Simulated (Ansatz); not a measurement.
In2O3 in the corundum structure, relaxed with r2SCAN in the plane-wave code Ansatz. It is trigonal, R-3c (No. 167); a = 5.508 Å, c = 14.563 Å in the conventional setting, 12.75 Å³ an atom. In has 6 O at 2.13–2.26 Å; O has 4 In at 2.13–2.26 Å.

The axes x, y and z are those of this cell:
```xyz
10
Lattice="2.7538 1.5899 4.8543 -2.7538 1.5899 4.8543 0.0000 -3.1798 4.8543" Properties=species:S:1:pos:R:3 pbc="T T T"
In    0.0000    0.0000   12.4811
In    0.0000    0.0000    5.1996
In    0.0000    0.0000    2.0819
In    0.0000    0.0000    9.3634
O     1.1202   -1.5899    6.0679
O    -1.9370   -0.1751    6.0679
O    -1.1202    1.5899    8.4951
O    -0.8168   -1.7651    8.4951
O     1.9370    0.1751    8.4951
O     0.8168    1.7651    6.0679
```

Unstrained: The PBE gap is indirect, 1.221 eV (k = (0, 0.193, -0.198) to Γ), below the direct gap of 1.271 eV at Γ. With r2SCAN the valence top lies at k = (0, 0.193, -0.198) and the conduction bottom at Γ, 1.798 eV higher; the smallest vertical gap, at Γ, is 1.836 eV. The HSE06 gap is indirect, 2.729 eV (k = (0, 0.193, -0.198) to Γ), below the direct gap of 2.740 eV at Γ. Least and direct gap differ so little that the kind isn't settled. Meshes: PBE 6×6×6, r2SCAN 6×6×6, HSE06 4×4×4. Strains are changes of length per length. After each strain the atoms were relaxed again with r2SCAN within the symmetry that the strain leaves, so tilts or polar shifts that break it weren't tested; points keep the names that they have in the unstrained zone. The values are computed, spin-unpolarised, and not measurements.

(1) Estimate what uniaxial +2.0 % along z, other directions held does to the gap.

(2) Estimate what uniaxial -3.0 % along z, other directions held does to the gap.

(3) Estimate what uniaxial +3.0 % along z, other directions held does to the gap.

(4) Apply uniaxial +1.0 % along z, other directions held. How far does the gap move, against the unstrained cell?

(5) Estimate what uniaxial -2.0 % along z, other directions held does to the gap.

(6) Apply uniaxial -1.0 % along z, other directions held. How far does the gap move, against the unstrained cell?

(7) Order the strained cells by their HSE06 gap, smallest first.
A. uniaxial -1.0 % along z, other directions held
B. uniaxial -2.0 % along z, other directions held
C. uniaxial +3.0 % along z, other directions held
D. uniaxial +2.0 % along z, other directions held
E. uniaxial -3.0 % along z, other directions held
F. uniaxial +1.0 % along z, other directions held

## Answers

(1) PBE: the gap goes from 1.221 to 1.106 eV (-0.115 eV); the edges go from (0, 0.193, -0.198) → Γ to Γ–S₀ (0.51) → Γ. r2SCAN: the gap goes from 1.798 to 1.679 eV (-0.119 eV); the edges go from (0, 0.193, -0.198) → Γ to Γ–S₀ (0.51) → Γ. HSE06: the gap goes from 2.729 to 2.597 eV (-0.132 eV); it turns from indirect ((0, 0.193, -0.198) → Γ) to direct (Γ); least and direct gap lie within 0.04 eV, so its kind isn't settled. The r2SCAN energy rises by 3.6 meV an atom.

(2) PBE: the gap goes from 1.221 to 1.349 eV (+0.128 eV); the edges go from (0, 0.193, -0.198) → Γ to Γ–L (0.60) → Γ. r2SCAN: the gap goes from 1.798 to 1.930 eV (+0.132 eV); the edges go from (0, 0.193, -0.198) → Γ to Γ–L (0.60) → Γ. HSE06: the gap goes from 2.729 to 2.885 eV (+0.156 eV); the edges go from (0, 0.193, -0.198) → Γ to Γ–L (0.60) → Γ. The r2SCAN energy rises by 8.3 meV an atom.

(3) PBE: the gap goes from 1.221 to 1.042 eV (-0.179 eV); the edges go from (0, 0.193, -0.198) → Γ to Γ–S₀ (0.49) → Γ. r2SCAN: the gap goes from 1.798 to 1.613 eV (-0.185 eV); the edges go from (0, 0.193, -0.198) → Γ to Γ–S₀ (0.49) → Γ. HSE06: the gap goes from 2.729 to 2.520 eV (-0.209 eV); it turns from indirect ((0, 0.193, -0.198) → Γ) to direct (Γ); least and direct gap lie within 0.04 eV, so its kind isn't settled. The r2SCAN energy rises by 8.0 meV an atom.

(4) PBE: the gap goes from 1.221 to 1.165 eV (-0.056 eV); the edges go from (0, 0.193, -0.198) → Γ to Γ–S₀ (0.52) → Γ. r2SCAN: the gap goes from 1.798 to 1.741 eV (-0.057 eV); the edges go from (0, 0.193, -0.198) → Γ to Γ–S₀ (0.52) → Γ. HSE06: the gap goes from 2.729 to 2.665 eV (-0.064 eV); the edges go from (0, 0.193, -0.198) → Γ to Γ–S₀ (0.52) → Γ. The r2SCAN energy rises by 0.9 meV an atom.

(5) PBE: the gap goes from 1.221 to 1.310 eV (+0.089 eV); the edges go from (0, 0.193, -0.198) → Γ to (0.010, 0.010, 0.312) → Γ. r2SCAN: the gap goes from 1.798 to 1.891 eV (+0.093 eV); the edges go from (0, 0.193, -0.198) → Γ to (0.010, 0.010, 0.312) → Γ. HSE06: the gap goes from 2.729 to 2.841 eV (+0.112 eV); the edges go from (0, 0.193, -0.198) → Γ to (0.010, 0.010, 0.312) → Γ. The r2SCAN energy rises by 3.7 meV an atom.

(6) PBE: the gap goes from 1.221 to 1.267 eV (+0.046 eV); the edges go from (0, 0.193, -0.198) → Γ to (0.010, 0.021, 0.312) → Γ. r2SCAN: the gap goes from 1.798 to 1.847 eV (+0.049 eV); the edges go from (0, 0.193, -0.198) → Γ to (0.010, 0.021, 0.312) → Γ. HSE06: the gap goes from 2.729 to 2.793 eV (+0.064 eV); the edges go from (0, 0.193, -0.198) → Γ to (0.010, 0.021, 0.312) → Γ. The r2SCAN energy rises by 0.9 meV an atom.

(7) C (2.52 eV), D (2.60 eV), F (2.67 eV), A (2.79 eV), B (2.84 eV), E (2.88 eV).

Spin-orbit coupling is left out, which matters wherever the heavy atoms make up the band edges.

Where an edge lies off the special points, it is a point of the mesh or the k point where a search put PBE's edge or least direct gap, reused for the other functionals, whose own edges may lie a little apart.

Coordinates of k points refer to the reciprocal vectors of the primitive cell of the runs.

The meshes of the hybrids are coarse, so their gaps aren't converged to the digits shown.
